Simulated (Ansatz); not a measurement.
SnO (Pmn2_1): the band gap by level of theory

All numbers come from Ansatz 0.2.0. No magnetic order and no zero-point or thermal motion.

Structure: SnO (Pmn2_1) from a database of computed structures, at its r2SCAN+rVV10 minimum. It is orthorhombic, Pmn2_1 (No. 31); conventional cell a = 3.303 Å, b = 5.758 Å, c = 4.001 Å, 19.02 Å³ an atom. Sn is surrounded by 3 O at 2.12–2.13 Å; O is surrounded by 3 Sn at 2.12–2.13 Å.

Relaxed lattice by functional, symmetry kept:

| functional | k mesh | a (Å) | b (Å) | c (Å) | volume (Å³/atom) |
| --- | --- | --- | --- | --- | --- |
| PBE-D3(BJ) | 8×4×6 | 3.346 | 5.711 | 3.922 | 18.73 |
| r2SCAN+rVV10 | 8×4×6 | 3.303 | 5.758 | 4.001 | 19.02 |

Gaps on the r2SCAN+rVV10 cell, each the least over its mesh and the special points:

| level | k mesh | gap (eV) | kind | edges | least direct gap (eV) | rough cost |
| --- | --- | --- | --- | --- | --- | --- |
| LDA | 8×4×6 | 1.36 | indirect | Γ → S–Y (0.20) | 2.07 | 10 core-seconds |
| PBE | 8×4×6 | 1.38 | indirect | Γ → S–Y (0.20) | 2.07 | 17 core-seconds |
| PBE+SOC | 8×4×6 | 1.30 | indirect | Γ → S–Y (0.20) | 1.99 | 70 core-seconds |
| r2SCAN | 8×4×6 | 1.70 | indirect | Γ → S–Y (0.20) | 2.39 | 29 core-seconds |
| HSE06 | 6×4×4 | 2.08 | indirect | Γ → S–Y (0.20) | 2.77 | 4 core-minutes |
| PBE0 | 6×4×4 | 2.73 | indirect | Γ → S–Y (0.20) | 3.40 | 4 core-minutes |
| G0W0@PBE (227 empty bands, 120 eV, 4×4×4) | 4×4×4 | 2.03 | – | Γ → (-1/2, 1/4, 1/4) (mesh) | – | 9 core-minutes |

PBE: smearing of 0.02 eV; the others have fixed occupations.
Wave cutoffs: 420 eV, 500 eV (r2SCAN).
Points off the special ones are mesh points or PBE's searched band edges, reused at the other levels.
The G0W0 gap is PBE's gap over the path plus the quasiparticle shift read on the mesh. G0W0 values are finite-basis, finite-mesh values.
Costs come from shared machines and give only the order; PBE's includes the band path. The runs had 2 threads of Arm Neoverse V2, with other jobs on the host.

HSE06 gives an indirect gap of 2.08 eV, from Γ to S–Y (0.20 of the way from S); the least direct gap is 2.77 eV at S–Y (0.20 of the way from S). Spin-orbit coupling changes the PBE gap by -0.08 eV, to 1.30 eV.

Set against the finite-basis gap of 2.03 eV from G0W0@PBE (227 empty bands, 120 eV, 4×4×4), the closest functional is HSE06, which differs by +0.05 eV, at about 9 times r2SCAN's cost; G0W0 itself took about 18 times r2SCAN's cost. The others: r2SCAN -0.33, PBE -0.65, LDA -0.67, PBE0 +0.70 eV. The yardstick's own error is a tenth of an eV or more. r2SCAN covers 45 % of the step from PBE to HSE06, while HSE06 needs about 9 times r2SCAN's cost (on a coarser mesh). For gaps to 0.1 eV, spin-orbit coupling (up to 0.08 eV here) is at the margin. All these functionals give a gap of the same kind, indirect.

r2SCAN (ground state on 6×4×6): The electronic dielectric tensor ε∞ is 7.44, 5.93 and 5.62 along x, y and z. Born charges, averaged over directions: Sn +2.69, O -2.69 e. PBE (ground state on 6×4×6): The clamped-ion dielectric constant comes out as 8.07, 6.59 and 6.07 along x, y and z. Born charges, averaged over directions: Sn +2.69, O -2.69 e.

Only the levels marked +SOC include spin-orbit coupling.

The meshes of the hybrids are coarse, so their gaps aren't converged to the digits shown.
